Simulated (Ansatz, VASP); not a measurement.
**Fe: VASP beside Ansatz**

```
Fe
1.0
     2.40034    0.00000    0.00000
     0.00000    2.40034    0.00000
     0.00000    0.00000    2.40034
Fe
1
Direct
  0.00000 0.00000 0.00000
```

This isn't the form of Fe at room conditions, which is bcc.

Alike in both runs: task single point; functional RPBE; k mesh 21 × 21 × 21; occupations fermi-dirac, width 0.05 eV; collinear spin.

```csv
,VASP,Ansatz
version,VASP 6.6.1,Ansatz 0.2.0
potentials or method,"VASP PAW PBE potentials, release 64 (Fe)","plane waves (420 eV) with PAW, scalar-relativistic"
plane-wave cutoff (eV),520,420
valence electrons in the cell,8,16
```

|  | VASP | Ansatz | Ansatz less VASP |
| --- | --- | --- | --- |
| net moment per atom (μB) | 2.52 | 2.51 | -0.005 |
| size of the moment on the site where the two differ most (μB) | 2.51 | 2.50 | -0.016 |

Site moments also hang on the region over which each program counts them. The two sets of potentials don't hold the same shells in valence.
